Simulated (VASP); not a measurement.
Write the native input for VASP 6.6.1 that does the following.

* Task: relaxation of cell and atoms
* Functional: PBE
* Potentials or basis: VASP PAW PBE potentials, release 64 (Cd)
* Cutoff: 600 eV
* k mesh: 10 × 10 × 10
* Occupations: fermi-dirac, width 0.05 eV
* Spin: no spin polarisation
* Further INCAR settings: ALGO = Normal; EDIFF = 1e-07; IBRION = 2; EDIFFG = -0.01; NSW = 40; ISIF = 3

The structure of Cd lies in POSCAR:

```
Cd
1.0
   -1.7843220000      1.7843220000      1.7843220000
    1.7843220000     -1.7843220000      1.7843220000
    1.7843220000      1.7843220000     -1.7843220000
Cd
1
Direct
    0.0000000000      0.0000000000      0.0000000000
```

This isn't the form of Cd at room conditions, which is hcp.

One way to write it, as run:

INCAR

```
SYSTEM = Cd
PREC = Accurate
ENCUT = 600
EDIFF = 1E-7
ISMEAR = -1
SIGMA = 0.05
LREAL = .False.
LASPH = .True.
NELM = 100
ALGO = Normal
ISIF = 3
LWAVE = .False.
LCHARG = .False.
GGA = PE
IBRION = 2
NSW = 40
EDIFFG = -0.01
```

KPOINTS

```
Automatic mesh
0
Gamma
  10 10 10
  0 0 0
```

Potentials or basis: VASP PAW PBE potentials, release 64 (Cd).

Command:

```sh
$ cat potpaw_PBE.64/Cd/POTCAR > POTCAR
$ mpirun -np 1 vasp_std > vasp.out
```

It gave:

```json
{
  "Relaxed volume": "23.54 Å³/atom",
  "Relaxed cell": "a = 3.127 Å, b = 3.127 Å, c = 3.127 Å, α = 109.47°, β = 109.47°, γ = 109.47°",
  "Space group after relaxing (to 0.05 Å)": "Im-3m (No. 229)",
  "Energy gained by relaxing": "3.2 meV/atom",
  "Ionic steps": "3",
  "Pressure after relaxing": "0.0 GPa",
  "Band gap on the k mesh": "none (metal or under the smearing width)"
}
```

Wall time 28 s on 1 thread of Intel(R) Xeon(R) Platinum 8488C (Sapphire Rapids) (shared host), peak memory 0.17 GiB.
